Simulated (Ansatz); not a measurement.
Input and command of a plane-wave DFT calculation in Ansatz:

```yaml
crystal:
  lattice:
    - [0.0, 2.782346421, 2.782346421]
    - [2.782346421, 0.0, 2.782346421]
    - [2.782346421, 2.782346421, 0.0]
  atoms:
    - { symbol: Ca, position: [0.0, 0.0, 0.0] }
    - { symbol: S, position: [0.5, 0.5, 0.5] }
basis:
  ecutwfc: 420
kpoints:
  mp_grid: { grid: [6, 6, 6] }
hamiltonian:
  xc: lda
scf:
  occupations: { method: gaussian, width: 0.05 }
output:
  forces: true
  stress: true
  eigenvalues: true
```

```bash
ansatz run input.yaml --threads 1 --pin off --max-ram 1228MiB --backend cpu --events-out ev --progress --plain --runs-dir out
```

Processor: Arm Neoverse V2, 1 thread, on a host shared with other jobs.

Problem. How long does it run, and how much memory does it take?

Solution. About 0.72 s on 1 thread of Arm Neoverse V2, with other jobs on the host, peak memory 0.26 GiB. It solves 12 bands at 16 k points (the mesh reduced by symmetry) with about 869 plane waves, in 6 SCF iterations.
